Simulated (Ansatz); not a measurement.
Phases of Sr at 24 GPa

Structure types of Sr are relaxed in primitive cells with their symmetry kept at 24 GPa, on PAW files; LAPW relaxes the small cells further and takes the PAW cell for the others (marked *). The enthalpy is E + pV at zero temperature, without zero-point motion. Only the types listed were tried, and differences under about 5 meV/atom are mesh noise. The real phase may be another.

All numbers are PBE results (scalar-relativistic) from Ansatz 0.2.0, with Fermi–Dirac smearing of 0.08 eV, no spin polarisation. Methods: LAPW: all electrons, basis error target 0.5 meV/atom; PAW: frozen-core files, cutoff 420 eV.

k meshes: fcc 14×14×14, bcc 14×14×14, hcp 13×13×7, hP4 8×8×5, dhcp 11×11×3, sc 13×13×13.

```json
{"start type": "fcc", "ends as": "fcc, Fm-3m", "a, b, c (Å)": "4.741, 4.741, 4.741", "V (Å³/atom)": "26.63", "H − H(lowest), LAPW (meV/atom)": "?"}
{"start type": "bcc", "ends as": "bcc, Im-3m", "a, b, c (Å)": "3.776, 3.776, 3.776", "V (Å³/atom)": "26.91", "H − H(lowest), LAPW (meV/atom)": "0.0"}
{"start type": "hcp", "ends as": "hcp, P6_3/mmc", "a, b, c (Å)": "3.351, 3.351, 5.436", "V (Å³/atom)": "26.44", "H − H(lowest), LAPW (meV/atom)": "10.5"}
{"start type": "hP4*", "ends as": "dhcp, P6_3/mmc", "a, b, c (Å)": "3.359, 3.359, 10.912", "V (Å³/atom)": "26.66", "H − H(lowest), LAPW (meV/atom)": "?"}
{"start type": "dhcp*", "ends as": "dhcp, P6_3/mmc", "a, b, c (Å)": "3.352, 3.352, 10.924", "V (Å³/atom)": "26.57", "H − H(lowest), LAPW (meV/atom)": "34.1"}
{"start type": "sc", "ends as": "sc, Pm-3m", "a, b, c (Å)": "2.954, 2.954, 2.954", "V (Å³/atom)": "25.76", "H − H(lowest), LAPW (meV/atom)": "182.2"}
```

Q: Give the missing entry: row "fcc", column "H − H(lowest), LAPW (meV/atom)".

A: 37.4.

Q: Give the missing entry: row "hP4*", column "H − H(lowest), LAPW (meV/atom)".

A: 36.8.

Q: Split the lead of bcc over hcp into energy and pV.

A: For hcp less bcc: ΔE = +81.2 meV/atom, and p·ΔV = 24 GPa × -0.4718 Å³ × 6.242 meV/(GPa·Å³) = -70.7 meV/atom, together 10.5 meV/atom. bcc wins by its internal energy, though it is the less dense.

Q: Would hcp gain on bcc at higher pressure?

A: Yes: dH/dp = V, and its volume is smaller by 0.47 Å³/atom. Held constant, that would close the gap after about 3.6 GPa more, a rough figure, since the volume difference changes with pressure.
